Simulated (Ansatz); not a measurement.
Starting structure, (100) slab as cut from the bulk (CdSe, P6_3mc (No. 186), (1 0 0) face):

```
CELL_PARAMETERS angstrom
4.38432 0.00000 0.00000
0.00000 7.15409 0.00000
0.00000 0.00000 23.85951
ATOMIC_POSITIONS crystal
Cd 0.00000 0.99997 0.31434
Se 0.00000 0.62417 0.31434
Cd 0.50000 0.49997 0.36739
Se 0.50000 0.12417 0.36739
Cd 0.50000 0.99997 0.47348
Se 0.50000 0.62417 0.47348
Cd 0.00000 0.49997 0.52652
Se 0.00000 0.12417 0.52652
Cd 0.00000 0.99997 0.63261
Se 0.00000 0.62417 0.63261
Cd 0.50000 0.49997 0.68566
Se 0.50000 0.12417 0.68566
```

Theory: Ansatz, DFT PBE, scalar-relativistic, plane waves, PAW. Cutoff 420 eV; k points 8×5×1 on the computed 12-atom cell (Γ-centred); Gaussian smearing, width 0.05 eV; no spin polarisation. The cell repeats along c with a dipole correction in the vacuum.

All atoms are free. The cell is fixed. Force threshold 0.02 eV/Å.

Q: Where does it end?

A: The energy falls by 0.933 eV in 7 steps, to:

```xyz
12
Lattice="4.3843 0.0000 0.0000 0.0000 7.1541 0.0000 0.0000 0.0000 23.8595" Properties=species:S:1:pos:R:3 pbc="T T T"
Cd    0.0000    6.8067    8.1405
Se    0.0000    4.4058    7.2633
Cd    2.1922    3.7252    8.6054
Se    2.1922    0.9683    8.8249
Cd    2.1922    7.2476   11.3976
Se    2.1922    4.5505   11.2080
Cd    0.0000    3.6704   12.4619
Se    0.0000    0.9734   12.6514
Cd    0.0000    7.3022   15.2544
Se    0.0000    4.5451   15.0342
Cd    2.1922    3.2295   15.7191
Se    2.1922    0.8286   16.5963
```

Cost: 1 run of about 25 core-minutes, on Arm Neoverse V1 (shared hosts).